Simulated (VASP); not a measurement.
**Mo: single point with PBEsol**

Crystal: Mo.

```
Mo
1.0
     2.73181    0.00000    0.00000
    -1.36590    2.36581    0.00000
     0.00000    0.00000    4.84075
Mo
2
Direct
  0.33333 0.66667 0.25000
  0.66667 0.33333 0.75000
```

This isn't the form of Mo at room conditions, which is bcc.

- Program: VASP 6.6.1
- Task: single point
- Functional: PBEsol
- Potentials or basis: VASP PAW PBE potentials, release 64 (Mo_sv)
- Cutoff: 520 eV
- k mesh: 27 × 27 × 14
- Occupations: gaussian, width 0.1 eV
- Spin: no spin polarisation
- Further INCAR settings: ALGO = Normal; EDIFF = 1e-06; NBANDS = 21

```json
{
  "Pressure": "0.0 GPa",
  "Band gap on the k mesh": "none (metal or under the smearing width)"
}
```

Stress tensor (GPa, compression positive):
```
 0.02  0.00  0.00
 0.00  0.02  0.00
 0.00  0.00 -0.07
```

Levels at points of the mesh, in eV from the Fermi level:
| k point | band 11 | band 12 | band 13 | band 14 | band 15 | band 16 | band 17 | band 18 |
| --- | --- | --- | --- | --- | --- | --- | --- | --- |
| (0.00, 0.00, 0.00) | -1.76 | -0.69 | -0.69 | -0.16 | -0.16 | 0.68 | 1.47 | 1.47 |
| (0.00, 0.00, 0.50) | -1.93 | -1.93 | -0.66 | -0.66 | -0.66 | -0.66 | 2.81 | 2.81 |

Wall time 6 min on 1 thread of AMD EPYC 9R45 (Zen 5), on a shared host, peak memory 0.77 GiB.

Caveat: the PAW data sets were made with another functional, which shifts forces and pressure a little.
